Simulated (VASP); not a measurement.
Crystal: Si.

```xyz
2
Lattice="2.6656 0.0000 0.0000 -1.3328 2.3085 0.0000 0.0000 0.0000 4.5063" Properties=species:S:1:pos:R:3 pbc="T T T"
Si    0.0000    1.5390    1.1266
Si    1.3328    0.7695    3.3797
```

This isn't the form of Si at room conditions, which is diamond.

| Property | Result |
| --- | --- |
| Program | VASP 6.6.1 |
| Task | relaxation of cell and atoms |
| Functional | PBE |
| Potentials or basis | VASP PAW PBE potentials, release 64 (Si) |
| Cutoff | 300 eV |
| k mesh | 6 × 6 × 3 |
| Occupations | gaussian, width 0.03 eV |
| Spin | no spin polarisation |

At the start: pressure 2.3 GPa; volume 13.86 Å³/atom.

**Question.** Where does the relaxation end?

**Answer.** Over 17 steps the energy falls by 51.2 meV/atom and the volume is 14.82 Å³/atom (+6.9 %); space group P6_3/mmc (No. 194, to 0.05 Å).

Step by step:
| step | energy change (eV) | largest force (eV/Å) | pressure (GPa) | volume (Å³) |
| --- | --- | --- | --- | --- |
| 1 | 0.0000 | 0.0000 | 2.34 | 27.73 |
| 2 | -0.0499 | 0.0000 | -2.13 | 28.53 |
| 3 | -0.0507 | 0.0000 | -2.38 | 28.61 |
| 4 | -0.0561 | 0.0000 | -1.16 | 28.76 |
| 5 | -0.0647 | 0.0000 | -2.32 | 29.06 |
| 6 | -0.0651 | 0.0000 | -2.48 | 29.12 |
| 7 | -0.0669 | 0.0000 | -2.55 | 29.24 |
| 8 | -0.0784 | 0.0000 | -1.07 | 29.47 |
| 9 | -0.0982 | 0.0000 | -1.29 | 29.92 |
| 10 | -0.1000 | 0.0000 | -1.50 | 30.14 |
| 11 | -0.1001 | 0.0000 | -1.48 | 30.10 |
| 12 | -0.1005 | 0.0000 | -0.11 | 29.37 |
| 13 | -0.1008 | 0.0000 | -0.11 | 29.47 |
| 14 | -0.1011 | 0.0000 | -0.09 | 29.58 |
| 15 | -0.1019 | 0.0000 | -0.47 | 29.84 |
| 16 | -0.1024 | 0.0000 | 0.05 | 29.60 |
| 17 | -0.1024 | 0.0000 | -0.03 | 29.64 |

Final structure:
```cif
data_structure
_symmetry_space_group_name_H-M 'P 1'
_symmetry_Int_Tables_number 1
_cell_length_a 2.6118
_cell_length_b 2.6118
_cell_length_c 5.0173
_cell_angle_alpha 90.000
_cell_angle_beta 90.000
_cell_angle_gamma 120.000
_cell_volume 29.64
loop_
_atom_site_label
_atom_site_type_symbol
_atom_site_fract_x
_atom_site_fract_y
_atom_site_fract_z
_atom_site_occupancy
Si1 Si 0.33333 0.66667 0.25000 1
Si2 Si 0.66667 0.33333 0.75000 1
```

Caveat: the k mesh is coarse (spacing up to 0.46 Å⁻¹), so the values aren't converged; the cutoff is under 1.25 times the usual one of these potentials, so pressure, stress and relaxed cells hold a basis-set (Pulay) error.
